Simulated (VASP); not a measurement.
# MnSi (F-43m) in VASP: reference runs

Aim: a first look at MnSi with PBE, on the cell as given.

Everything below comes from runs of VASP 6.6.1. Logs are shortened: lines on timing, memory, paths and dates and some standing lists are left out, and cuts for length are marked.

### 1 The structure

It takes space group F-43m (No. 216, cubic). Conventional cell: a = 5.054 Å, b = 5.054 Å, c = 5.054 Å, α = 90.00°, β = 90.00°, γ = 90.00°. Around Mn (site symmetry -43m) lie 4 Si at 2.19 Å. Si (site symmetry -43m) is surrounded by 4 Mn at 2.19 Å.

The cell was built by a generator and needn't be a form met in nature.

### 2 Single point, PBE, collinear spin, ferromagnetic start

INCAR

```
SYSTEM = MnSi
ALGO = Normal
EDIFF = 1E-7
ENCUT = 520
GGA = PE
ISIF = 2
ISMEAR = -1
ISPIN = 2
LASPH = .True.
LCHARG = .False.
LMAXMIX = 4
LORBIT = 11
LREAL = .False.
LWAVE = .False.
MAGMOM = 4 0
NBANDS = 20
NELM = 150
PREC = Accurate
SIGMA = 0.05
```

KPOINTS

```
k-points
0
Gamma
  9 9 9
  0 0 0
```

POSCAR

```
MnSi
1.0
    0.0000000000      2.5272246000      2.5272246000
    2.5272246000      0.0000000000      2.5272246000
    2.5272246000      2.5272246000      0.0000000000
Mn Si
1 1
Direct
    0.0000000000      0.0000000000      0.0000000000
    0.2500000000      0.2500000000      0.2500000000
```

Potentials or basis: VASP PAW PBE potentials, release 64 (Mn_pv, Si).

On the command line:

```
> cat potpaw_PBE.64/Mn_pv/POTCAR potpaw_PBE.64/Si/POTCAR > POTCAR
> mpirun -np 1 vasp_std > vasp.out
```

OUTCAR:

```text
SYSTEM = MnSi
   EDIFF = 1E-7
   ENCUT = 520
   GGA = PE
   ISIF = 2
   ISMEAR = -1
   ISPIN = 2
   LASPH = .True.
   LORBIT = 11
   LREAL = .False.
   NELM = 150
   PREC = Accurate

 ion  position               nearest neighbor table
   1  0.000  0.000  0.000-   2 2.19   2 2.19   2 2.19   2 2.19
   2  0.250  0.250  0.250-   1 2.19   1 2.19   1 2.19   1 2.19

  LATTYP: Found a face centered cubic cell.
 ALAT       =     5.0544492000

  Lattice vectors:

 A1 = (   0.0000000000,   2.5272246000,   2.5272246000)
 A2 = (   2.5272246000,   0.0000000000,   2.5272246000)
 A3 = (   2.5272246000,   2.5272246000,   0.0000000000)

Analysis of symmetry for initial positions (statically):
=====================================================================
 Subroutine PRICEL returns:
 Original cell was already a primitive cell.

 Routine SETGRP: Setting up the symmetry group for a
 face centered cubic supercell.

 Subroutine GETGRP returns: Found 24 space group operations
 (whereof 24 operations were pure point group operations)
 out of a pool of 48 trial point group operations.

The static configuration has the point symmetry T_d .

Analysis of symmetry for dynamics (positions and initial velocities):
=====================================================================
 Subroutine PRICEL returns:
 Original cell was already a primitive cell.

 Routine SETGRP: Setting up the symmetry group for a
 face centered cubic supercell.

 Subroutine GETGRP returns: Found 24 space group operations
 (whereof 24 operations were pure point group operations)
 out of a pool of 48 trial point group operations.

The dynamic configuration has the point symmetry T_d .

Analysis of structural, dynamic, and magnetic symmetry:
=====================================================================
 Subroutine PRICEL returns:
 Original cell was already a primitive cell.

 Routine SETGRP: Setting up the symmetry group for a
 face centered cubic supercell.

 Subroutine GETGRP returns: Found 24 space group operations
 (whereof 24 operations were pure point group operations)
 out of a pool of 48 trial point group operations.

The overall configuration has the point symmetry T_d .

 Subroutine INISYM returns: Found 24 space group operations
 (whereof 24 operations are pure point group operations),
 and found     1 'primitive' translations

----------------------------------------------------------------------------------------

                                     Primitive cell
[... 113 lines left out ...]
  Fermi-wavevector in a.u.,A,eV,Ry     =   1.322018  2.498251 23.779324  1.747731
  Thomas-Fermi vector in A             =   2.451729
   LORBIT       =     11    0 simple, 1 ext, 2 COOP (PROOUT), +10 PAW based schemes
   GGA     = PE    functional components
   LHFCALC =     F    Hartree Fock is set to
   AEXX    =    0.0000 exact exchange contribution
   IVDW    =     0    specifies the selected vdW correction
   LEPSILON=     F    determine dielectric tensor
   LRPA    =     F    only Hartree local field effects (RPA)
 spin polarized calculation
  energy-cutoff  :      520.00
  volume of cell :       32.28
 maximum number of plane-waves:       893
   NGX = 13   NGY = 13   NGZ = 13

 number of electron      17.0000013 magnetization       2.0341693

 Free energy of the ion-electron system (eV)
  ---------------------------------------------------
  ext. energy  EPLUGINS =         0.00000000
  ---------------------------------------------------
  free energy    TOTEN  =       -12.61521622 eV

  energy without entropy =      -12.60523540  energy(sigma->0) =      -12.61022581

 E-fermi :   6.5737     XC(G=0): -10.8555

 val. band max:        6.5668264665   @ k =   0.4444   0.2222   0.0000
 cond. band min:       6.5916845399   @ k =   0.3333   0.2222   0.1111
 fundamental gap:      0.0248580733
 Fermi energy:         6.5736737013

 spin component 1

 k-point     1 :       0.0000    0.0000    0.0000
  band No.  band energies     occupation
      1     -42.1417      1.00000
      2     -42.1417      1.00000
      3     -42.1417      1.00000
      4      -3.4916      1.00000
      5       3.6924      1.00000
      6       3.6924      1.00000
[... 541 lines left out ...]
     19      25.9788      0.00000
     20      25.9788      0.00000

 [... further k-points ...]

 spin component 2

 k-point     1 :       0.0000    0.0000    0.0000
  band No.  band energies     occupation
      1     -39.8872      1.00000
      2     -39.8872      1.00000
      3     -39.8872      1.00000
      4      -3.4778      1.00000
      5       4.7643      1.00000
      6       4.7643      1.00000
[... 541 lines left out ...]
     19      26.0784      0.00000
     20      26.0784      0.00000

 [... further k-points ...]

------------------------ aborting loop because EDIFF is reached ----------------------------------------

  FORCE on cell =-STRESS in cart. coord.  units (eV):
  Direction    XX          YY          ZZ          XY          YZ          ZX
  --------------------------------------------------------------------------------------
  -------------------------------------------------------------------------------------
  Total        3.8236186      3.8236186      3.8236186     -0.0000000      0.0000000     -0.0000000
  in kB      189.7682821    189.7682821    189.7682821     -0.0000000      0.0000000     -0.0000000
  external PRESSURE =     189.7682821 kB  Pullay stress =       0.0000000 kB

 VOLUME and BASIS-vectors are now :
 -----------------------------------------------------------------------------
  energy-cutoff  :      520.00
  volume of cell :       32.28
      direct lattice vectors                 reciprocal lattice vectors
     0.000000000  2.527224600  2.527224600    -0.197845494  0.197845494  0.197845494
     2.527224600  0.000000000  2.527224600     0.197845494 -0.197845494  0.197845494
     2.527224600  2.527224600  0.000000000     0.197845494  0.197845494 -0.197845494

 POSITION                                       TOTAL-FORCE (eV/Angst)
 -----------------------------------------------------------------------------------
      0.00000      0.00000      0.00000         0.000000     -0.000000      0.000000
      1.26361      1.26361      1.26361        -0.000000      0.000000     -0.000000
 -----------------------------------------------------------------------------------
    total drift:                                0.000001      0.000001      0.000001

  FREE ENERGIE OF THE ION-ELECTRON SYSTEM (eV)
  ---------------------------------------------------
  free  energy   TOTEN  =       -12.6152162194 eV

  energy  without entropy=      -12.6052353990  energy(sigma->0) =      -12.61022581

 total charge

# of ion       s       p       d       tot
------------------------------------------
    1        0.407   6.281   5.312  12.000
    2        0.843   0.985   0.000   1.828
--------------------------------------------------
tot          1.250   7.266   5.312  13.828

 magnetization (x)

# of ion       s       p       d       tot
------------------------------------------
    1        0.044  -0.010   2.140   2.174
    2       -0.025  -0.123   0.000  -0.148
--------------------------------------------------
tot          0.019  -0.133   2.140   2.026
```

OSZICAR:

```text
N       E                     dE             d eps       ncg     rms          rms(c)
DAV:   1     0.130254392471E+03    0.13025E+03   -0.89534E+03  2816   0.872E+02
DAV:   2    -0.869062029070E+01   -0.13895E+03   -0.13135E+03  2880   0.262E+02
DAV:   3    -0.138750204383E+02   -0.51844E+01   -0.51244E+01  3212   0.551E+01
DAV:   4    -0.139298757378E+02   -0.54855E-01   -0.54834E-01  3184   0.574E+00
DAV:   5    -0.139307596223E+02   -0.88388E-03   -0.88386E-03  3168   0.721E-01    0.171E+01
DAV:   6    -0.158297686868E+02   -0.18990E+01   -0.12650E+01  3068   0.474E+01    0.193E+01
DAV:   7    -0.126311858139E+02    0.31986E+01   -0.71686E+00  3072   0.333E+01    0.390E+00
DAV:   8    -0.126143013672E+02    0.16884E-01   -0.14344E-01  3200   0.338E+00    0.169E+00
DAV:   9    -0.126114702614E+02    0.28311E-02   -0.22225E-02  3104   0.118E+00    0.827E-01
DAV:  10    -0.126150507102E+02   -0.35804E-02   -0.32821E-03  3276   0.519E-01    0.219E-01
DAV:  11    -0.126151999699E+02   -0.14926E-03   -0.30086E-04  3060   0.140E-01    0.101E-01
DAV:  12    -0.126152123739E+02   -0.12404E-04   -0.91955E-05  3268   0.963E-02    0.378E-02
DAV:  13    -0.126152151500E+02   -0.27761E-05   -0.21920E-05  3088   0.302E-02    0.238E-02
DAV:  14    -0.126152162749E+02   -0.11249E-05   -0.19726E-06  3244   0.138E-02    0.118E-02
DAV:  15    -0.126152162194E+02    0.55496E-07   -0.66601E-07  3032   0.589E-03
   1 F= -.12615216E+02 E0= -.12610226E+02  d E =-.998082E-02  mag=     2.0340
```

stdout:

```text
POSCAR found type information on POSCAR MnSi
 POSCAR found :  2 types and       2 ions
 scaLAPACK will be used
 LDA part: xc-table for (Slater+PW92), standard interpolation
 POSCAR, INCAR and KPOINTS ok, starting setup
 FFT: planning ... GRIDC
 FFT: planning ... GRID_SOFT
 FFT: planning ... GRID
 WAVECAR not read
 entering main loop
```

Run time: 26 s. Hardware: 1 thread of AMD EPYC 9R45 (Zen 5), shared host; peak memory 0.16 GiB.

What came out:

| Quantity | Value |
| --- | --- |
| Free energy | -12.6152 eV |
| Pressure | 19.0 GPa |
| Band gap on the k mesh | none (metal or under the smearing width) |
| Net moment | 2.03 μB per cell |
| Site moments | Mn +2.17; Si -0.15 μB |
| Valence electrons inside the program's atomic spheres | Mn 12.00; Si 1.83 |

Caveat: so large a pressure means that the cell lies far from this level's equilibrium, or that cutoff or potentials fall short.
